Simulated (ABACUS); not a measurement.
# InAs (F-43m) in ABACUS: further runs

One crystal, InAs, is run at these levels: RPBE; tasks: single point, relaxation of cell and atoms.

Program: ABACUS 3.10.1. These are calculated values, not measurements. Logs are shortened: lines on timing, memory, paths and dates and some standing lists are left out, and cuts for length are marked.

**The experiment to reproduce.**

From a printed reference work, data compilation, for a bulk crystal of InAs at 4.2 K: band gap 0.418 eV (direct).

How close the calculation comes is told below.

## (1) The crystal as given

It takes space group F-43m (No. 216, cubic). The conventional cell has a = 6.036 Å, b = 6.036 Å, c = 6.036 Å, α = 90.00°, β = 90.00°, γ = 90.00°. In (site symmetry -43m) has 4 As at 2.61 Å as nearest neighbours. As (site symmetry -43m) is surrounded by 4 In at 2.61 Å.

## (2) Single point, RPBE

File run_abacus.py:

```python
"""ABACUS run from a structure file: ASE reads it, the script writes STRU, KPT and INPUT."""
import re
import subprocess
import spglib
from ase import Atoms
from ase.io import read
from ase.units import Bohr

atoms = read("InAs.cif")
cell, frac, numbers = spglib.standardize_cell((atoms.cell[:], atoms.get_scaled_positions(), atoms.numbers), to_primitive=True, symprec=1e-4)
atoms = Atoms(numbers=numbers, cell=cell, scaled_positions=frac, pbc=True)  # the primitive cell
atoms = atoms[(-atoms.numbers).argsort(kind="stable")]  # ABACUS lists atoms element by element
pseudo = {'In': '49_In_13_2.5_3.1_pbe_n_v1.0.upf', 'As': '33_As_15_1.8_2.1_pbe_n_v1.0.upf'}
orbital = {}
magmoms = None
kmesh = [6, 6, 6]
params = {
    'suffix': 'InAs',
    'calculation': 'scf',
    'basis_type': 'pw',
    'pseudo_dir': './',
    'symmetry': 1,
    'dft_functional': 'GGA_X_RPBE+GGA_C_PBE',
    'ecutwfc': 84,
    'pseudo_rcut': 10,
    'nspin': 1,
    'nbands': 24,
    'ks_solver': 'dav',
    'smearing_method': 'fd',
    'smearing_sigma': 0.00367493,
    'scf_thr': 1e-08,
    'scf_nmax': 100,
    'mixing_type': 'broyden',
    'mixing_beta': 0.7,
    'cal_force': 1,
    'cal_stress': 1,
    'out_chg': 1,
    'kpar': 4,
}

symbols = atoms.get_chemical_symbols()
elements = list(dict.fromkeys(symbols))
lines = ["ATOMIC_SPECIES"] + [f"{e} {atoms.get_masses()[symbols.index(e)]:.4f} {pseudo[e]}" for e in elements]
if orbital:
    lines += ["", "NUMERICAL_ORBITAL"] + [orbital[e] for e in elements]
lines += ["", "LATTICE_CONSTANT", f"{1 / Bohr:.10f}", "", "LATTICE_VECTORS"]
lines += [" ".join(f"{x:.10f}" for x in v) for v in atoms.cell]
lines += ["", "ATOMIC_POSITIONS", "Direct"]
for e in elements:
    lines += ["", e, "0.0", str(symbols.count(e))]
    for i, p in enumerate(atoms.get_scaled_positions(wrap=False)):
        if symbols[i] == e:
            mag = "" if magmoms is None else " mag " + " ".join(str(x) for x in (magmoms[i] if isinstance(magmoms[i], list) else [magmoms[i]]))
            lines.append(" ".join(f"{x:.10f}" for x in p) + " 1 1 1" + mag)
open("STRU", "w").write("\n".join(lines) + "\n")
open("KPT", "w").write("K_POINTS\n0\nGamma\n%d %d %d 0 0 0\n" % tuple(kmesh))
open("INPUT", "w").write("INPUT_PARAMETERS\n" + "".join(f"{k:<20s}{v}\n" for k, v in params.items()))

done = subprocess.run(['mpirun', '-np', '4', 'abacus'])
if done.returncode:
    raise SystemExit(done.returncode)
log = open("OUT.InAs/running_scf.log").read()
print("final energy (eV):", re.findall(r"FINAL_ETOT_IS (\S+)", log))
```

File InAs.cif:

```cif
data_InAs
_cell_length_a 6.03600000
_cell_length_b 6.03600000
_cell_length_c 6.03600000
_cell_angle_alpha 90.00000000
_cell_angle_beta 90.00000000
_cell_angle_gamma 90.00000000
_space_group_name_H-M_alt 'F-43m'
_space_group_name_Hall 'F -4 2 3'
_space_group_IT_number 216
loop_
_space_group_symop_operation_xyz
'x,y,z'
'y,-x,-z'
'-x,-y,z'
'-y,x,-z'
'x,-y,-z'
'y,x,z'
'-x,y,-z'
'-y,-x,z'
'z,x,y'
'-z,y,-x'
'z,-x,-y'
'-z,-y,x'
'-z,x,-y'
'z,y,x'
'-z,-x,y'
'z,-y,-x'
'y,z,x'
'-x,-z,y'
'-y,z,-x'
'x,-z,-y'
'-y,-z,x'
'x,z,y'
'y,-z,-x'
'-x,z,-y'
'x,y+1/2,z+1/2'
'y,-x+1/2,-z+1/2'
'-x,-y+1/2,z+1/2'
'-y,x+1/2,-z+1/2'
'x,-y+1/2,-z+1/2'
'y,x+1/2,z+1/2'
'-x,y+1/2,-z+1/2'
'-y,-x+1/2,z+1/2'
'z,x+1/2,y+1/2'
'-z,y+1/2,-x+1/2'
'z,-x+1/2,-y+1/2'
'-z,-y+1/2,x+1/2'
'-z,x+1/2,-y+1/2'
'z,y+1/2,x+1/2'
'-z,-x+1/2,y+1/2'
'z,-y+1/2,-x+1/2'
'y,z+1/2,x+1/2'
'-x,-z+1/2,y+1/2'
'-y,z+1/2,-x+1/2'
'x,-z+1/2,-y+1/2'
'-y,-z+1/2,x+1/2'
'x,z+1/2,y+1/2'
'y,-z+1/2,-x+1/2'
'-x,z+1/2,-y+1/2'
'x+1/2,y,z+1/2'
'y+1/2,-x,-z+1/2'
'-x+1/2,-y,z+1/2'
'-y+1/2,x,-z+1/2'
'x+1/2,-y,-z+1/2'
'y+1/2,x,z+1/2'
'-x+1/2,y,-z+1/2'
'-y+1/2,-x,z+1/2'
'z+1/2,x,y+1/2'
'-z+1/2,y,-x+1/2'
'z+1/2,-x,-y+1/2'
'-z+1/2,-y,x+1/2'
'-z+1/2,x,-y+1/2'
'z+1/2,y,x+1/2'
'-z+1/2,-x,y+1/2'
'z+1/2,-y,-x+1/2'
'y+1/2,z,x+1/2'
'-x+1/2,-z,y+1/2'
'-y+1/2,z,-x+1/2'
'x+1/2,-z,-y+1/2'
'-y+1/2,-z,x+1/2'
'x+1/2,z,y+1/2'
'y+1/2,-z,-x+1/2'
'-x+1/2,z,-y+1/2'
'x+1/2,y+1/2,z'
'y+1/2,-x+1/2,-z'
'-x+1/2,-y+1/2,z'
'-y+1/2,x+1/2,-z'
'x+1/2,-y+1/2,-z'
'y+1/2,x+1/2,z'
'-x+1/2,y+1/2,-z'
'-y+1/2,-x+1/2,z'
'z+1/2,x+1/2,y'
'-z+1/2,y+1/2,-x'
'z+1/2,-x+1/2,-y'
'-z+1/2,-y+1/2,x'
'-z+1/2,x+1/2,-y'
'z+1/2,y+1/2,x'
'-z+1/2,-x+1/2,y'
'z+1/2,-y+1/2,-x'
'y+1/2,z+1/2,x'
'-x+1/2,-z+1/2,y'
'-y+1/2,z+1/2,-x'
'x+1/2,-z+1/2,-y'
'-y+1/2,-z+1/2,x'
'x+1/2,z+1/2,y'
'y+1/2,-z+1/2,-x'
'-x+1/2,z+1/2,-y'
loop_
_atom_site_label
_atom_site_type_symbol
_atom_site_symmetry_multiplicity
_atom_site_Wyckoff_symbol
_atom_site_fract_x
_atom_site_fract_y
_atom_site_fract_z
_atom_site_occupancy
In1 In 4 a 0.0000000000 0.0000000000 0.0000000000 1
As1 As 4 c 0.2500000000 0.2500000000 0.2500000000 1
```

Potentials or basis: SPMS ONCV 1.0 PBE, plane waves.

On the command line:

```bash
$ OMP_NUM_THREADS=1 python run_abacus.py > log
```

running log:

```text
ABACUS v3.10.1

               Atomic-orbital Based Ab-initio Computation at UStc

 ------------------------------------------------------------------------------------

 READING GENERAL INFORMATION
                           global_out_dir = OUT.InAs/
                           global_in_card = INPUT
                               pseudo_dir = ./
                              orbital_dir =
                                    DSIZE = 4
                                    GSIZE = 1

 READING UNITCELL INFORMATION
                                    ntype = 2
                  lattice constant (Bohr) = 1.88973
              lattice constant (Angstrom) = 1

 READING ATOM TYPE 1
                               atom label = In
                      L=0, number of zeta = 1
                      L=1, number of zeta = 1
                      L=2, number of zeta = 1
             number of atom for this type = 1

 READING ATOM TYPE 2
                               atom label = As
                      L=0, number of zeta = 1
                      L=1, number of zeta = 1
                      L=2, number of zeta = 1
             number of atom for this type = 1

                        TOTAL ATOM NUMBER = 2
DIRECT COORDINATES
    atom                   x                   y                   z     mag                  vx                  vy                  vz
taud_In1            0.0000000000        0.0000000000        0.0000000000  0.0000        0.0000000000        0.0000000000        0.0000000000
taud_As1            0.2500000000        0.2500000000        0.2500000000  0.0000        0.0000000000        0.0000000000        0.0000000000

                          Volume (Bohr^3) = 371.009
                             Volume (A^3) = 54.9778

 Lattice vectors: (Cartesian coordinate: in unit of a_0)
                   +0              +3.018              +3.018
               +3.018                  +0              +3.018
               +3.018              +3.018                  +0
 Reciprocal vectors: (Cartesian coordinate: in unit of 2 pi/a_0)
            -0.165673           +0.165673           +0.165673
            +0.165673           -0.165673           +0.165673
            +0.165673           +0.165673           -0.165673
 The esolver type has been set to : ksdft_pw

                PAO radial cut off (Bohr) = 10

 Read in pseudopotential file is 49_In_13_2.5_3.1_pbe_n_v1.0.upf
                     pseudopotential type = NC
          exchange-correlation functional = PBE
                 nonlocal core correction = 1
                        valence electrons = 13
                                     lmax = 2
                           number of zeta = 3
                     number of projectors = 6
                           L of projector = 0
                           L of projector = 0
                           L of projector = 1
                           L of projector = 1
                           L of projector = 2
                           L of projector = 2
 XC functional updated to : GGA_X_RPBE+GGA_C_PBE
          exchange-correlation functional = GGA_X_RPBE+GGA_C_PBE
                PAO radial cut off (Bohr) = 10

 Read in pseudopotential file is 33_As_15_1.8_2.1_pbe_n_v1.0.upf
                     pseudopotential type = NC
          exchange-correlation functional = PBE
                 nonlocal core correction = 1
                        valence electrons = 15
                                     lmax = 2
                           number of zeta = 3
                     number of projectors = 6
                           L of projector = 0
                           L of projector = 0
                           L of projector = 1
                           L of projector = 1
                           L of projector = 2
                           L of projector = 2
[... 139 lines left out ...]
[... K-POINTS DIRECT COORDINATES: 4 rows ...]

 SETUP PLANE WAVES FOR WAVE FUNCTIONS
     energy cutoff for wavefunc (unit:Ry) = 84
              fft grid for wave functions = [ 48, 48, 48 ]
                    number of plane waves = 5601
                         number of sticks = 421

 PARALLEL PW FOR WAVE FUNCTIONS
     PROC   COLUMNS(POT)             PW
        1            421           5601
 --------------- sum -------------------
        1            421           5601

 SETUP NONLOCAL PSEUDOPOTENTIALS IN PLANE WAVE BASIS
 In non-local projectors:
 projector 1 L=0
 projector 2 L=0
 projector 3 L=1
 projector 4 L=1
 projector 5 L=2
 projector 6 L=2
 As non-local projectors:
 projector 1 L=0
 projector 2 L=0
 projector 3 L=1
 projector 4 L=1
 projector 5 L=2
 projector 6 L=2
      TOTAL NUMBER OF NONLOCAL PROJECTORS = 36

 Init Non-Local PseudoPotential table :
 Init Non-Local-Pseudopotential done.

                                     npwx = 4909

 Make real space PAO into reciprocal space.
       max mesh points in Pseudopotential = 1001
     dq(describe PAO in reciprocal space) = 0.01
                                    max q = 1104

 number of pseudo atomic orbitals for In is 3
WARNING: norm of atomic wavefunction # 2 of atomic type In is 0.999992, renormalized
WARNING: norm of atomic wavefunction # 3 of atomic type In is 0.998067, renormalized

 number of pseudo atomic orbitals for As is 3
WARNING: norm of atomic wavefunction # 3 of atomic type As is 0.99996, renormalized

 -------------------------------------------
 SELF-CONSISTENT
 -------------------------------------------
                                 init_chg = atomic

 PW ALGORITHM --------------- ION=   1  ELEC=   1--------------------------------

 Notice: Threshold on eigenvalues was too large.
 hsover_error=0.28 > DRHO=0.0688615
 Origin diag ethr = 0.01
 New diag ethr = 0.000245934

 Density error is 0.0692057077101
                          Error Threshold = 0.000245934103302
----------------------------------------------------------
     Energy           Rydberg                 eV
----------------------------------------------------------
 E_KohnSham     -321.0396483943      -4367.9685020791
 E_Harris       -319.7149662597      -4349.9452770097
 E_Fermi        0.6303954428         8.5769700153
----------------------------------------------------------
[... 63 lines left out ...]
 Density error is 4.64277761681e-09
                          Error Threshold = 3.35113133016e-10
----------------------------------------------------------
     Energy           Rydberg                 eV
----------------------------------------------------------
 E_KohnSham     -321.0554207273      -4368.1830956792
 E_KS(sigma->0) -321.0553819888      -4368.1825686148
 E_Harris       -321.0550368517      -4368.1778727828
 E_band         -20.8372381789       -283.5051698168
 E_one_elec     -147.9149213053      -2012.4857489733
 E_Hartree      88.9990005333        1210.8935235580
 E_xc           -76.3495921878       -1038.7894937301
 E_Ewald        -185.7898302906      -2527.8003224049
 E_entropy(-TS) -0.0000774770        -0.0010541288
 E_descf        0.0000000000         0.0000000000
 E_exx          0.0000000000         0.0000000000
 E_Fermi        0.6654575457         9.0540143987
----------------------------------------------------------

 charge density convergence is achieved
 final etot is -4368.1830957 eV
 EFERMI = 9.0540143987 eV

 STATE ENERGY(eV) AND OCCUPATIONS    NSPIN == 1
 1/4 kpoint (Cartesian) = 0.0000 0.0000 0.0000 (4909 pws)
       1       -26.2139     0.00925926
       2       -26.2139     0.00925926
       3       -26.2139     0.00925926
       4       -26.2038     0.00925926
       5       -26.2038     0.00925926
       6       -5.56442     0.00925926
[... 94 lines left out ...]
      23        21.4320        0.00000
      24        21.4320        0.00000

------------------------------------------------------------------------------------------
 TOTAL-FORCE (eV/Angstrom)
------------------------------------------------------------------------------------------
                       In1         0.0000000000         0.0000000000         0.0000000000
                       As1         0.0000000000         0.0000000000         0.0000000000
------------------------------------------------------------------------------------------

----------------------------------------------------------------
 TOTAL-STRESS (KBAR)
----------------------------------------------------------------
        69.3626090042         0.0000000000         0.0000000000
         0.0000000000        69.3626090042        -0.0000000000
         0.0000000000        -0.0000000000        69.3626090042
----------------------------------------------------------------
 TOTAL-PRESSURE: 69.362609 KBAR

 --------------------------------------------
 !FINAL_ETOT_IS -4368.1830956791754943 eV
 --------------------------------------------
```

Run time: 8.3 s. Hardware: 4 MPI ranks of Intel Xeon Platinum 8488C (Sapphire Rapids), shared host; peak memory 0.44 GiB.

What came out:

```
Free energy            : -4368.1831 eV
Pressure               : 6.9 GPa
Band gap on the k mesh : none (metal or under the smearing width)
```

Levels at points of the mesh, in eV from the Fermi level:
```
           k point  band 12  band 13  band 14  band 15  band 16  band 17
(0.00, 0.00, 0.00)    -0.10    -0.04    -0.04    -0.04     3.91     3.91
(0.50, 0.50, 0.50)    -5.80    -1.03    -1.03     1.01     4.67     4.67
(0.50, 0.50, 0.00)    -5.87    -2.37    -2.37     1.58     2.08     9.34
```

Caveat: the potentials were made for another functional, which shifts forces and pressure; this crystal is a semiconductor, whose small gap the functional closes, so the metal is an error of the method.

## (3) Relaxation of cell and atoms, RPBE

File INPUT:

```
INPUT_PARAMETERS
suffix              InAs
calculation         cell-relax
basis_type          pw
pseudo_dir          ./
symmetry            1
dft_functional      GGA_X_RPBE+GGA_C_PBE
ecutwfc             84
pseudo_rcut         10
nspin               1
nbands              18
ks_solver           dav
smearing_method     fd
smearing_sigma      0.00367493
scf_thr             1e-08
scf_nmax            100
mixing_type         broyden
mixing_beta         0.7
cal_force           1
cal_stress          1
relax_nmax          60
force_thr_ev        0.01
relax_method        cg
out_stru            1
stress_thr          1
kpar                4
```

File STRU:

```
ATOMIC_SPECIES
In 114.8180 49_In_13_2.5_3.1_pbe_n_v1.0.upf
As 74.9216 33_As_15_1.8_2.1_pbe_n_v1.0.upf

LATTICE_CONSTANT
8.0655335175

LATTICE_VECTORS
0.0000000000 0.7071067812 0.7071067812
0.7071067812 0.0000000000 0.7071067812
0.7071067812 0.7071067812 0.0000000000

ATOMIC_POSITIONS
Cartesian

In
0.0
1
0.0000000000 0.0000000000 0.0000000000 1 1 1

As
0.0
1
1.0606601718 1.0606601718 1.0606601718 1 1 1
```

File KPT:

```
K_POINTS
0
Gamma
6 6 6 0 0 0
```

Potentials or basis: SPMS ONCV 1.0 PBE, plane waves.

On the command line:

```bash
$ OMP_NUM_THREADS=1 mpirun -np 4 abacus > log
```

It took 15 s on 4 MPI ranks of Intel Xeon Platinum 8488C (Sapphire Rapids), shared host; peak memory 0.44 GiB.

It converged, with:

```
Free energy                            : -4368.3203 eV
Relaxed volume                         : 31.03 Å³/atom
Relaxed cell                           : a = 4.444 Å, b = 4.444 Å, c = 4.444 Å, α = 60.00°, β = 60.00°, γ = 60.00°
Space group after relaxing (to 0.05 Å) : F-43m (No. 216)
Energy gained by relaxing              : 68.6 meV/atom
Ionic steps                            : 3
Pressure after relaxing                : 0.0 GPa
Band gap on the k mesh                 : none (metal or under the smearing width)
```

The path:
| step | energy change (eV) | largest force (eV/Å) | pressure (GPa) | volume (Å³) |
| --- | --- | --- | --- | --- |
| 1 | 0.0000 | 0.0000 | 6.93 | 54.98 |
| 2 | -0.1164 | 0.0000 | -1.92 | 65.38 |
| 3 | -0.1372 | 0.0000 | 0.00 | 62.07 |

Final structure:
```
In As
1.0
     0.00000    3.14249    3.14249
     3.14249    0.00000    3.14249
     3.14249    3.14249    0.00000
In As
1 1
Direct
  0.00000 0.00000 0.00000
  0.75000 0.75000 0.75000
```

Levels at points of the mesh, in eV from the Fermi level:
| k point | band 12 | band 13 | band 14 | band 15 | band 16 |
| --- | --- | --- | --- | --- | --- |
| (0.00, 0.00, 0.00) | -0.71 | -0.04 | -0.04 | -0.04 | 3.85 |
| (0.50, 0.50, 0.50) | -5.23 | -0.86 | -0.86 | 0.76 | 4.60 |
| (0.50, 0.50, 0.00) | -5.38 | -1.99 | -1.99 | 1.78 | 2.04 |

Caveat: the potentials were made for another functional, which shifts forces and pressure; the volume moved by +13 % from the deposited cell, more than functionals usually miss; this crystal is a semiconductor, whose small gap the functional closes, so the metal is an error of the method.

## (4) Against experiment

Step 2. A measured gap of InAs is 0.418 eV (direct; 4.2 K; a printed reference work, data compilation); the calculated 0.00 eV misses it by -0.42 eV. Spin-orbit coupling on As, In is left out. The value is that of RPBE on a finite k mesh, which can miss the band edges, without temperature or zero-point motion. Semilocal functionals fall short of measured gaps as a rule.
